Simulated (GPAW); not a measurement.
# HgTe (Coloradoite) (F-43m) in GPAW: further runs

The runs below take HgTe (Coloradoite) through band structure, equation of state, with r4SCAN, LDA, PBEsol, PBE.

Program: GPAW 26.7.0. These are calculated values, not measurements. Logs are shortened: lines on timing, memory, paths and dates and some standing lists are left out, and cuts for length are marked. The log counts tension as positive stress, the text compression.

**Experimental background.**

From a printed reference work, monograph, for a bulk crystal of HgTe: bulk modulus 43 GPa.

How close the calculation comes is told below.

## (1) Starting point

Symmetry: F-43m, No. 216, cubic system. The conventional cell has a = 6.429 Å, b = 6.429 Å, c = 6.429 Å, α = 90.00°, β = 90.00°, γ = 90.00°. Around Hg (site symmetry -43m) lie 4 Te at 2.78 Å. Te (site symmetry -43m) has 4 Hg at 2.78 Å as nearest neighbours.

## (2) Band structure, r4SCAN, spin-orbit coupling, no magnetisation

Contents of run.py:

```python
import numpy as np
from ase.dft.bandgap import bandgap
from ase.io import read, write
from ase.units import GPa
from gpaw import GPAW, PW
from gpaw.spinorbit import soc_eigenstates

atoms = read('HgTe.xyz')

calc = GPAW(mode=PW(600),
            xc='MGGA_X_R4SCAN+MGGA_C_R2SCAN',
            kpts={'size': (6, 6, 6), 'gamma': True},
            occupations={'name': 'fermi-dirac', 'width': 0.05},
            nbands=18,
            convergence={'density': 1e-05, 'energy': 1e-05},
            maxiter=150,
            txt='gpaw.txt')
atoms.calc = calc
energy = atoms.get_potential_energy()
forces = atoms.get_forces()
stress = atoms.get_stress()
calc.write('gs.gpw')
write('result.traj', atoms)
print(f'Energy: {energy:.6f} eV')
print('Forces (eV/A):')
print(forces.round(4))
print('Stress (GPa):', (stress / GPa).round(3))
print('Fermi level:', round(calc.get_fermi_level(), 4), 'eV')
print(f'Gap: {bandgap(calc)[0]:.4f} eV, direct: {bandgap(calc, direct=True)[0]:.4f} eV')

path = atoms.cell.bandpath('GXWKGLUWLK,UX', npoints=80, eps=1e-4)
bs_calc = calc.fixed_density(kpts=path, symmetry='off', nbands=31,
                             convergence={'bands': 'CBM+6.0', 'eigenstates': 1e-6}, txt='bands.txt')
bs = bs_calc.band_structure()
bs.write('bs.json')
print(f'Gap on the path: {bandgap(bs_calc)[0]:.4f} eV')

soc = soc_eigenstates(bs_calc, theta=0, phi=0, ignore_xc_potential=True)
np.savetxt('soc_bands.dat', soc.eigenvalues(), fmt='%.4f')
mesh = soc_eigenstates('gs.gpw', theta=0, phi=0, ignore_xc_potential=True)
np.savetxt('soc_mesh.dat', mesh.eigenvalues(), fmt='%.4f')
print('Fermi level with spin-orbit coupling:', round(mesh.fermi_level, 4), 'eV')
```

Contents of HgTe.xyz:

```xyz
2
Lattice="0.0000000000 3.2145000000 3.2145000000 3.2145000000 0.0000000000 3.2145000000 3.2145000000 3.2145000000 0.0000000000" Properties=species:S:1:pos:R:3 pbc="T T T"
Hg     0.0000000000      0.0000000000      0.0000000000
Te     4.8217500000      4.8217500000      4.8217500000
```

Potentials or basis: GPAW PAW data sets (gpaw-data 1.2.1), pw.

Launch:

```
$ OMP_NUM_THREADS=1 python run.py
```

gpaw.txt:

```text
__  _  _
 | _ |_)|_||  |
 |__||  | ||/\| - 26.7.0

Input parameters:
  mode=PW(ecut=600.0),
  convergence={'density': 1e-05, 'energy': 1e-05},
  kpts=MonkhorstPack(size=(6, 6, 6), gamma=True),
  maxiter=150,
  nbands=18,
  occupations=Occupations(name='fermi-dirac', width=0.05),
  xc=XC(name='MGGA_X_R4SCAN+MGGA_C_R2SCAN')

Diagonalizing LCAO Hamiltonian
Converting LCAO to pw mode

                      Te

       Hg

Atoms  # Å, Bohr magnetons
|   | symbol |        x |        y |        z |    initial magnetic moments |
|---|--------|----------|----------|----------|-----------------------------|
| 0 |     Hg | 0.000000 | 0.000000 | 0.000000 | ( 0.0000,  0.0000,  0.0000) |
| 1 |     Te | 4.821750 | 4.821750 | 4.821750 | ( 0.0000,  0.0000,  0.0000) |

Unit cell  # Å
| periodic |        x |        y |        z |  lengths |    angles |
|----------|----------|----------|----------|----------|-----------|
|      yes | 0.000000 | 3.214500 | 3.214500 | 4.545989 | 60.000000 |
|      yes | 3.214500 | 0.000000 | 3.214500 | 4.545989 | 60.000000 |
|      yes | 3.214500 | 3.214500 | 0.000000 | 4.545989 | 60.000000 |

Number of symmetries: 24
Symmetry operations  # r_c * U_cc + t_c -> r_c
|    | kind |            matrix            |
|----|------|------------------------------|
|  0 |  E   |  1, 0, 0,  0, 1, 0,  0, 0, 1 |
|  1 |  σ   |  1, 0, 0,  0, 0, 1,  0, 1, 0 |
|  2 |  σ   |  1, 0,-1,  0, 1,-1,  0, 0,-1 |
|  3 |  C3  |  1, 0,-1,  0, 0,-1,  0, 1,-1 |
|  4 |  C3  |  1,-1, 0,  0,-1, 1,  0,-1, 0 |
|  5 |  σ   |  1,-1, 0,  0,-1, 0,  0,-1, 1 |
|  6 |  σ   |  0, 1, 0,  1, 0, 0,  0, 0, 1 |
|  7 |  C3  |  0, 1, 0,  0, 0, 1,  1, 0, 0 |
|  8 |  C2  |  0, 1,-1,  1, 0,-1,  0, 0,-1 |
|  9 |  S4  |  0, 1,-1,  0, 0,-1,  1, 0,-1 |
| 10 |  C3  |  0, 0, 1,  1, 0, 0,  0, 1, 0 |
| 11 |  σ   |  0, 0, 1,  0, 1, 0,  1, 0, 0 |
| 12 |  S4  |  0, 0,-1,  1, 0,-1,  0, 1,-1 |
| 13 |  C3  |  0, 0,-1,  0, 1,-1,  1, 0,-1 |
| 14 |  S4  |  0,-1, 1,  1,-1, 0,  0,-1, 0 |
| 15 |  C2  |  0,-1, 1,  0,-1, 0,  1,-1, 0 |
| 16 |  C3  |  0,-1, 0,  1,-1, 0,  0,-1, 1 |
| 17 |  S4  |  0,-1, 0,  0,-1, 1,  1,-1, 0 |
| 18 |  S4  | -1, 1, 0, -1, 0, 1, -1, 0, 0 |
| 19 |  C3  | -1, 1, 0, -1, 0, 0, -1, 0, 1 |
| 20 |  C3  | -1, 0, 1, -1, 1, 0, -1, 0, 0 |
| 21 |  S4  | -1, 0, 1, -1, 0, 0, -1, 1, 0 |
| 22 |  σ   | -1, 0, 0, -1, 1, 0, -1, 0, 1 |
| 23 |  C2  | -1, 0, 0, -1, 0, 1, -1, 1, 0 |

BZ-sampling:
  Number of BZ points: 216
  Number of IBZ points: 16

  Monkhorst-Pack size: [6, 6, 6]
  Monkhorst-Pack shift: [0.08333333333333333, 0.08333333333333333, 0.08333333333333333]

K-points  # in reciprocal-cell coordinates
|     |                                coordinates |     weight |
|-----|--------------------------------------------|------------|
|   0 | (  0.00000000,   0.00000000,   0.00000000) | 0.00462963 |
|   1 | (  0.16666667,   0.16666667,   0.00000000) | 0.02777778 |
|   2 | (  0.16666667,   0.16666667,   0.16666667) | 0.03703704 |
|   3 | (  0.33333333,   0.16666667,   0.16666667) | 0.05555556 |
|   4 | (  0.33333333,   0.33333333,  -0.33333333) | 0.05555556 |
|   5 | (  0.33333333,   0.33333333,   0.00000000) | 0.02777778 |
|   6 | (  0.33333333,   0.33333333,   0.16666667) | 0.11111111 |
|   7 | (  0.33333333,   0.33333333,   0.33333333) | 0.03703704 |
|   8 | (  0.50000000,   0.33333333,  -0.33333333) | 0.11111111 |
|   9 | (  0.50000000,   0.33333333,  -0.16666667) | 0.05555556 |
| ... |                                            |            |
|  15 | (  0.50000000,   0.50000000,   0.50000000) | 0.01851852 |

Plane wave coefficients: 2252
Cutoff: 600.0 eV

Spin-components: 1 (collinear spins)
Bands:           18
Projectors:      11
Spin-degeneracy: 2
Datatype:        complex128

Parallelization:
  kpt:    1
  domain: 1
  band:   1

Density:
  Valence electrons: 24.0
  Components: 1
  Grid points: [27 27 27]
  Charge: 0.0  # |e|

Potential:
  Grid points: [27 27 27]

species:
  Hg:
    name:    Mercury
    Z:       80.0
    valence: 18
    core:    62
    charge:  0.0  # [|e|]
    compensation charges:
      type: gauss
      rc: 0.41  # [Å]
      lmax: 2
    cutoffs:
      filter: 2.17  # [Å]
      core: 2.06  # [Å]
    projectors
    | kind |    occ | energy [eV] | rcut [Å] |
    |------|--------|-------------|----------|
    |   6s |  2.000 |      -6.783 |    1.307 |
    |   5p |  6.000 |     -66.572 |    1.291 |
    |   6p |  0.000 |      -1.056 |    1.291 |
    |   5d | 10.000 |      -9.891 |    1.302 |
    |    s |        |      20.429 |    1.307 |
    |    d |        |      17.320 |    1.302 |

    Using partial waves for Hg as LCAO basis

  Te:
    name:    Tellurium
    Z:       52.0
    valence: 6
    core:    46
    charge:  0.0  # [|e|]
    compensation charges:
      type: gauss
      rc: 0.36  # [Å]
      lmax: 2
    cutoffs:
      filter: 2.09  # [Å]
      core: 3.17  # [Å]
    projectors
    | kind |    occ | energy [eV] | rcut [Å] |
    |------|--------|-------------|----------|
    |   5s |  2.000 |     -15.089 |    1.180 |
    |   5p |  4.000 |      -5.955 |    1.196 |
    |    s |        |      12.123 |    1.180 |
    |    p |        |      21.256 |    1.196 |
    |    d |        |       0.000 |    1.238 |

    Using partial waves for Te as LCAO basis

Reference energy: -717946.462161  # eV

eigensolver:
  PPCG
  Converge bands: occupied
  niter=2

density mixing:
  MSR1-Mixer
  Pratt-step length: 0.05
  Maximum mixing coefficient: 0.75
  Old densities: 10
  SVD Regularization: 0.005
  Good broyden scale: 1.0
  Trust region scale: 1.0
  Backstep threshold: 4.0
  History deletion threshold: 6.0
  Fourier metric: weight=20.0, sigma=0.015

occupation numbers:
  Fermi-Dirac:
    width: 0.0500  # eV

poisson solver:
  ecut: 4800.0  # eV

xc functional:
  name: MGGA_X_R4SCAN+MGGA_C_R2SCAN with 2 nearest neighbor stencil

convergence criteria:
- Maximum integral of absolute [dens]ity change: 1e-05 electrons / valence electron
- Maximum [total energy] change in last 3 cyles: 1e-05 eV / valence electron
- Maximum integral of absolute [eigenst]ate change: 4e-08 eV^2 / valence electron
maximum number of iterations: 150

SCF iterations
|iter     | |      energy | eigst |  dens |
|---------|-|-------------|-------|-------|
|iter:   1| |  -68.050023 | +0.02 |       |
|iter:   2| |  -63.332156 | -0.99 | -1.42 |
|iter:   3| |  -63.258989 | -1.99 | -1.54 |
|iter:   4| |  -63.270778 | -1.95 | -1.71 |
|iter:   5| |  -63.318011 | -2.27 | -1.96 |
|iter:   6| |  -63.351371 | -2.25 | -2.14 |
|iter:   7| |  -63.353074 | -3.12 | -2.63 |
|iter:   8| |  -63.353105 | -4.62 | -3.31 |
|iter:   9| |  -63.353112c| -4.92 | -3.57 |
|iter:  10| |  -63.353122c| -5.50 | -3.55 |
|iter:  11| |  -63.353123c| -6.04 | -4.03 |
|iter:  12| |  -63.353124c| -6.72 | -4.48 |
|iter:  13| |  -63.353124c| -7.50c| -4.89 |
|iter:  14| |  -63.353124c| -7.46c| -5.52c|

Converged in 14 steps
Energy contributions relative to reference atoms: (reference = -717946.462161)

Energy contributions:
  Kinetic:          37.375480
  Coulomb:         -31.487167
  Zero:             -2.215810
  External:          0.000000
  Xc:              -67.025160
  Entropy:          -0.000934
  Spinorbit:         0.000000
  ----------------------------
  Free energy:     -63.353591
  Extrapolated:    -63.353124

dipole moment: (-17.538274, -17.538274, -17.538274)  # |e|*Ang

Fermi level: 4.529
Eigenvalues  # (at kpt = [0.000, 0.000, 0.000])
| band index |      eig [eV] | occ [0-2] |
|------------|---------------|-----------|
|          0 |       -60.746 |     2.000 |
|        ... |               |           |
|          5 |        -3.416 |     2.000 |
|          6 |        -3.416 |     2.000 |
|          7 |        -2.803 |     2.000 |
|          8 |        -2.803 |     2.000 |
|          9 |         3.803 |     2.000 |
|         10 |         4.493 |     1.345 |
|         11 |         4.493 |     1.342 |
|         12 |         4.493 |     1.342 |
|         13 |         8.861 |     0.000 |
|         14 |         8.861 |     0.000 |
|         15 |         8.861 |     0.000 |
|         16 |        11.178 |     0.000 |
|         17 |        14.582 |     0.000 |

No gap
No difference between direct/indirect transitions

Forces  # eV/Ang
|        x |        y |        z |
|----------|----------|----------|
| -0.00000 | -0.00000 | -0.00000 |  # Hg   0
|  0.00000 |  0.00000 | -0.00000 |  # Te   1

Stress tensor  # eV/Ang^3
|         x |         y |         z |
|-----------|-----------|-----------|
| -0.011915 |  0.000000 |  0.000000 |
|  0.000000 | -0.011915 |  0.000000 |
|  0.000000 |  0.000000 | -0.011915 |

# Writing to gs.gpw (mode='')
```

It took 5.5 min on 1 thread of AMD EPYC 7R43 (Zen 3), shared host; peak memory 0.48 GiB.

What came out:

- Free energy: -63.3536 eV
- Pressure: 1.9 GPa
- Band gap along the path: none (metal or under the smearing width)

Levels at the corners of the path, in eV from the Fermi level:
```tsv
point	band 20	band 21	band 22	band 23	band 24	band 25	band 26	band 27	band 28	band 29
Γ	-1.02	-0.88	-0.88	-0.01	-0.01	-0.01	-0.01	3.15	3.15	4.60
X	-5.99	-2.85	-2.85	-2.70	-2.70	1.64	1.64	2.25	2.25	8.20
W	-6.03	-3.37	-3.13	-3.00	-2.95	2.71	3.19	4.43	4.50	4.75
K	-5.93	-3.46	-3.45	-2.35	-2.32	1.91	2.09	3.81	3.89	6.64
Γ	-1.02	-0.88	-0.88	-0.01	-0.01	-0.01	-0.01	3.15	3.15	4.60
L	-6.13	-1.69	-1.69	-1.05	-1.05	0.40	0.40	4.63	4.63	5.22
U	-5.93	-3.46	-3.45	-2.35	-2.32	1.91	2.09	3.81	3.89	6.64
W	-6.03	-3.37	-3.13	-3.00	-2.95	2.71	3.19	4.43	4.50	4.75
L	-6.13	-1.69	-1.69	-1.05	-1.05	0.40	0.40	4.63	4.63	5.22
K	-5.93	-3.46	-3.45	-2.35	-2.32	1.91	2.09	3.81	3.89	6.64
U	-5.93	-3.46	-3.45	-2.35	-2.32	1.91	2.09	3.81	3.89	6.64
X	-5.99	-2.85	-2.85	-2.70	-2.70	1.64	1.64	2.25	2.25	8.20
```

Caveat: spin-orbit coupling was added after a scalar SCF, so levels and gaps hold it while energy, forces, pressure and moments don't; this program's spin-orbit splittings come out too wide for heavy elements; the PAW data sets were made with another functional, which shifts forces and pressure a little.

## (3) Equation of state, LDA

Contents of run.py:

```python
from ase.eos import EquationOfState
from ase.io import Trajectory, read
from ase.units import GPa
from gpaw import GPAW, PW

atoms = read('HgTe.xyz')

traj = Trajectory('eos.traj', 'w')
volumes, energies = [], []
for x in [0.94, 0.96, 0.98, 1.0, 1.02, 1.04, 1.06]:
    a = atoms.copy()
    a.set_cell(atoms.cell * x**(1 / 3), scale_atoms=True)
    calc = GPAW(mode=PW(600),
                xc='LDA',
                kpts={'size': (6, 6, 6), 'gamma': True},
                occupations={'name': 'fermi-dirac', 'width': 0.05},
                nbands=18,
                convergence={'density': 1e-05, 'energy': 1e-05},
                maxiter=150,
                txt=f'eos-{x:.2f}.txt')
    a.calc = calc
    energies.append(a.get_potential_energy(force_consistent=True))
    volumes.append(a.get_volume())
    p = -a.get_stress()[:3].mean() / GPa
    calc.write(f'eos-{x:.2f}.gpw')
    traj.write(a)
    print(f'{x:.2f} {volumes[-1]:10.4f} A^3 {energies[-1]:14.6f} eV {p:9.3f} GPa', flush=True)

v0, e0, B = EquationOfState(volumes, energies, eos='birchmurnaghan').fit()
print(f'V0 = {v0:.4f} A^3, E0 = {e0:.6f} eV, B0 = {B / GPa:.2f} GPa')
```

HgTe.xyz is that of step 2.

Potentials or basis: the program's PAW data sets (release 1.2.1) made for this functional, pw.

Launch:

```
$ OMP_NUM_THREADS=1 python run.py
```

The program printed:

```text
__  _  _
 | _ |_)|_||  |
 |__||  | ||/\| - 26.7.0

Input parameters:
  mode=PW(ecut=600.0),
  convergence={'density': 1e-05, 'energy': 1e-05},
  kpts=MonkhorstPack(size=(6, 6, 6), gamma=True),
  maxiter=150,
  nbands=18,
  occupations=Occupations(name='fermi-dirac', width=0.05),
  xc=XC(name='LDA')

Diagonalizing LCAO Hamiltonian
Converting LCAO to pw mode

                      Te

       Hg

Atoms  # Å, Bohr magnetons
|   | symbol |        x |        y |        z |    initial magnetic moments |
|---|--------|----------|----------|----------|-----------------------------|
| 0 |     Hg | 0.000000 | 0.000000 | 0.000000 | ( 0.0000,  0.0000,  0.0000) |
| 1 |     Te | 4.756583 | 4.756583 | 4.756583 | ( 0.0000,  0.0000,  0.0000) |

Unit cell  # Å
| periodic |        x |        y |        z |  lengths |    angles |
|----------|----------|----------|----------|----------|-----------|
|      yes | 0.000000 | 3.171055 | 3.171055 | 4.484550 | 60.000000 |
|      yes | 3.171055 | 0.000000 | 3.171055 | 4.484550 | 60.000000 |
|      yes | 3.171055 | 3.171055 | 0.000000 | 4.484550 | 60.000000 |

Number of symmetries: 24
Symmetry operations  # r_c * U_cc + t_c -> r_c
|    | kind |            matrix            |
|----|------|------------------------------|
|  0 |  E   |  1, 0, 0,  0, 1, 0,  0, 0, 1 |
|  1 |  σ   |  1, 0, 0,  0, 0, 1,  0, 1, 0 |
|  2 |  σ   |  1, 0,-1,  0, 1,-1,  0, 0,-1 |
|  3 |  C3  |  1, 0,-1,  0, 0,-1,  0, 1,-1 |
|  4 |  C3  |  1,-1, 0,  0,-1, 1,  0,-1, 0 |
|  5 |  σ   |  1,-1, 0,  0,-1, 0,  0,-1, 1 |
|  6 |  σ   |  0, 1, 0,  1, 0, 0,  0, 0, 1 |
|  7 |  C3  |  0, 1, 0,  0, 0, 1,  1, 0, 0 |
[... 140 lines left out ...]
  name: None

convergence criteria:
- Maximum integral of absolute [dens]ity change: 1e-05 electrons / valence electron
- Maximum [total energy] change in last 3 cyles: 1e-05 eV / valence electron
- Maximum integral of absolute [eigenst]ate change: 4e-08 eV^2 / valence electron
maximum number of iterations: 150

SCF iterations
|iter     | |      energy | eigst |  dens |
|---------|-|-------------|-------|-------|
|iter:   1| |   -6.055843 | -0.05 |       |
|iter:   2| |   -6.013204 | -2.03 | -1.44 |
|iter:   3| |   -5.883767 | -2.03 | -1.48 |
|iter:   4| |   -5.889465 | -2.87 | -1.89 |
|iter:   5| |   -5.893580 | -3.29 | -2.22 |
|iter:   6| |   -5.893709 | -4.97 | -3.34 |
|iter:   7| |   -5.893719c| -5.50 | -3.72 |
|iter:   8| |   -5.893719c| -7.07 | -4.46 |
|iter:   9| |   -5.893719c| -7.83c| -5.01c|

Converged in 9 steps
Energy contributions relative to reference atoms: (reference = -717502.457223)

Energy contributions:
  Kinetic:          33.572283
  Coulomb:         -27.826179
  Zero:             -2.119615
  External:          0.000000
  Xc:               -9.519748
  Entropy:          -0.000922
  Spinorbit:         0.000000
  ----------------------------
  Free energy:      -5.894180
  Extrapolated:     -5.893719

dipole moment: (-17.253963, -17.253963, -17.253963)  # |e|*Ang

Fermi level: 4.921
Eigenvalues  # (at kpt = [0.000, 0.000, 0.000])
| band index |      eig [eV] | occ [0-2] |
|------------|---------------|-----------|
|          0 |       -58.859 |     2.000 |
|        ... |               |           |
|          5 |        -2.915 |     2.000 |
|          6 |        -2.915 |     2.000 |
|          7 |        -2.332 |     2.000 |
|          8 |        -2.332 |     2.000 |
|          9 |         4.209 |     2.000 |
|         10 |         4.885 |     1.340 |
|         11 |         4.885 |     1.340 |
|         12 |         4.885 |     1.340 |
|         13 |         8.983 |     0.000 |
|         14 |         8.983 |     0.000 |
|         15 |         8.983 |     0.000 |
|         16 |        11.158 |     0.000 |
|         17 |        14.634 |     0.000 |

No gap
No difference between direct/indirect transitions

Stress tensor  # eV/Ang^3
|         x |         y |         z |
|-----------|-----------|-----------|
| -0.013964 | -0.000000 |  0.000000 |
| -0.000000 | -0.013964 |  0.000000 |
|  0.000000 |  0.000000 | -0.013964 |

# Writing to eos-0.96.gpw (mode='')
```

It took 2 min on 1 thread of AMD EPYC 7R43 (Zen 3), shared host; peak memory 0.23 GiB.

Results:

```
Equilibrium volume                      : 33.29 Å³/atom
Bulk modulus                            : 47 GPa
Pressure derivative of the bulk modulus : 5.1
```

Energy against volume, from the lowest point:
| volume (Å³/atom) | energy (meV/atom) |
| --- | --- |
| 31.223 | 21.58 |
| 31.887 | 9.52 |
| 32.551 | 2.53 |
| 33.215 | 0.00 |
| 33.880 | 1.45 |
| 34.544 | 6.40 |
| 35.208 | 14.46 |

(Continued in part 2 of 2.)
